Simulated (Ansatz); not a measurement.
# PtS2 (P-3m1): a single-point run

Aim: a sound single-point run of PtS2 (P-3m1). The structure is shown as the input types it.

The COD entry's cell or inner coordinates are ideal or old and differ from later refinements, so a difference from it is no clean test against experiment.

Computed with Ansatz 0.2.0 (DFT PBE, spin-orbit coupling, plane waves, PAW, unless a step's input says otherwise).

**1. The starting structure**

It takes space group P-3m1 (No. 164, trigonal). Conventional cell: a = 3.575 Å, b = 3.575 Å, c = 6.430 Å, α = 90.00°, β = 90.00°, γ = 120.00°. Pt (site symmetry -3m) is surrounded by 6 S at 2.40 Å. Around S (site symmetry 3m) lie 3 Pt at 2.40 Å.

As a file:

```xyz
3
Lattice="3.5750 0.0000 0.0000 -1.7875 3.0961 0.0000 0.0000 0.0000 6.4298" Properties=species:S:1:pos:R:3 pbc="T T T"
Pt    0.0000    0.0000    0.0000
S     0.0000    2.0640    1.2305
S     1.7875    1.0320    5.1994
```

**2. The run**

The input, input.yaml:

```yaml
crystal:
  lattice:
    - [3.575023201921, -2.886752572348e-11, 0.0]
    - [-1.787511600935, 3.096060911997, 0.0]
    - [0.0, 0.0, 6.4298417778]
  atoms:
    - { symbol: Pt, position: [0.0, 0.0, 0.0] }
    - { symbol: S, position: [0.3333333333333, 0.6666666666667, 0.1913716893] }
    - { symbol: S, position: [0.6666666666667, 0.3333333333333, 0.8086283107] }
basis:
  ecutwfc: 420
  ecutrho_ratio: 4
kpoints:
  mp_grid: { grid: [1, 1, 1] }
hamiltonian:
  xc: pbe
scf:
  occupations: { method: gaussian, width: 0.05 }
  max_iter: 75
output:
  forces: true
  stress: true
magnetization:
  noncollinear: true
  spin_orbit: true
```

Command:

```bash
ansatz run input.yaml --threads 4 --pin off --max-ram 7168MiB --backend cpu --events-out ev --progress --plain --runs-dir out
```

What happens when this is run?

The program finished normally. That alone doesn't make the input a sound one.

Look at the input: kpoints.mp_grid.grid is [1, 1, 1]. Band dispersion is ignored when only one k-point is used.

To check: set kpoints.mp_grid.grid to [8, 8, 4].
